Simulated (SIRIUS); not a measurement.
CuO:

```
Cu O
1.0
     0.00000    2.32725    2.32725
     2.32725    0.00000    2.32725
     2.32725    2.32725    0.00000
Cu O
1 1
Direct
  0.00000 0.00000 0.00000
  0.25000 0.25000 0.25000
```

Measurements of this composition are mostly on another form, of space group No. 15.

| Item | Value |
| --- | --- |
| Program | SIRIUS 7.10.0 |
| Task | relaxation of cell and atoms |
| Functional | RPBE |
| Dispersion | D4 |
| Potentials or basis | PseudoDojo 0.4.1 PBE standard (scalar relativistic) |
| Cutoff | 1254 eV |
| Density cutoff | 5016 eV |
| k mesh | 5 × 5 × 5 |
| Occupations | fermi-dirac, width 0.05 eV |
| Spin | no spin polarisation |

At the start: pressure -12.1 GPa; volume 12.60 Å³/atom.

Task: How do energy, volume and symmetry change on relaxing?

Result: Over 5 steps the energy falls by 54.9 meV/atom and the volume is 11.29 Å³/atom (-10.4 %); space group F-43m (No. 216, to 0.05 Å).

Step by step:
```tsv
step	energy change (eV)	largest force (eV/Å)	pressure (GPa)	volume (Å³)
1	0.0000	0.0000	-12.07	25.21
2	-0.0355	0.0000	-10.33	24.70
3	-0.1073	0.0000	2.29	22.23
4	-0.1098	0.0000	-0.29	22.62
5	-0.1098	0.0000	-0.01	22.58
```

Final structure:
```
Cu O
1.0
     0.00000    2.24320    2.24320
     2.24320    0.00000    2.24320
     2.24320    2.24320    0.00000
Cu O
1 1
Direct
  0.00000 0.00000 0.00000
  0.25000 0.25000 0.25000
```

Caveat: the k mesh is coarse (spacing up to 0.47 Å⁻¹), so the values aren't converged; the potentials were made for another functional, which shifts forces and pressure; an odd number of electrons without spin polarisation forces a metal; a magnetic or distorted state may lie lower; the run has no spin polarisation, though such a crystal can be magnetic; pairwise dispersion overbinds metals, which lowers pressure and volume.
